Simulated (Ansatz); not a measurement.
**BN under changes of volume**

One of the cells (5.969 Å³/atom); the others are scaled copies at fixed shape and fractional positions:

```
N B
1.0
     2.55394    0.00000    0.00000
    -1.27697    2.21178    0.00000
     0.00000    0.00000    4.22685
N B
2 2
Direct
  0.33333 0.66667 0.12528
  0.66667 0.33333 0.62528
  0.33333 0.66667 0.49972
  0.66667 0.33333 0.99972
```

Measurements of this composition are mostly on another form, of space group No. 194.

| Quantity | Value |
| --- | --- |
| Program | Ansatz 0.2.0 |
| Functional | PBEsol |
| Potentials or basis | Ansatz PAW |
| Cutoff | 420 eV (not typed: the program's choice for these potentials) |
| k mesh | 12 × 12 × 6 |
| Occupations | fermi-dirac, width 0.05 eV |
| Spin | no spin polarisation |

```csv
volume (Å³/atom),energy over the lowest point (meV/atom),pressure (GPa),gap on the mesh (eV),largest force (eV/Å)
5.611,15.28,19.4,4.88,0.037
5.730,4.35,10.1,4.92,0.020
5.850,0.00,1.7,4.95,0.003
5.969,1.58,-5.9,4.99,0.013
6.088,?,?,?,?
6.208,20.58,-19.2,5.04,0.042
6.327,37.03,-24.9,5.07,0.055
```

Question: What does the run at 6.088 Å³/atom give?

Answer: Energy over the lowest point 8.60 meV/atom; pressure -12.8 GPa; gap on the mesh 5.02 eV; largest force 0.028 eV/Å.

Worked out: A Birch-Murnaghan fit of order 3 (a polynomial in V^(-2/3)) to the other rows has its minimum at 5.88 Å³/atom with B0 = V·E''(V) = 386 GPa and B' = 3.6 at fixed shape and positions, which overstates the stiffness. It gives 8.57 meV/atom at 6.088 Å³/atom, against the run's 8.60, and -dE/dV = -12.8 GPa, against -12.8. A straight line through the other rows of the gap, of slope 1.56 eV per unit of ln V, gives 5.01 eV, against the run's 5.02.

Energies are extrapolated to zero smearing.

Caveats: the PAW data sets come from PBE, with cores solved anew for the run's functional, which leaves a small shift of forces and pressure.

A mesh can miss the band edges.
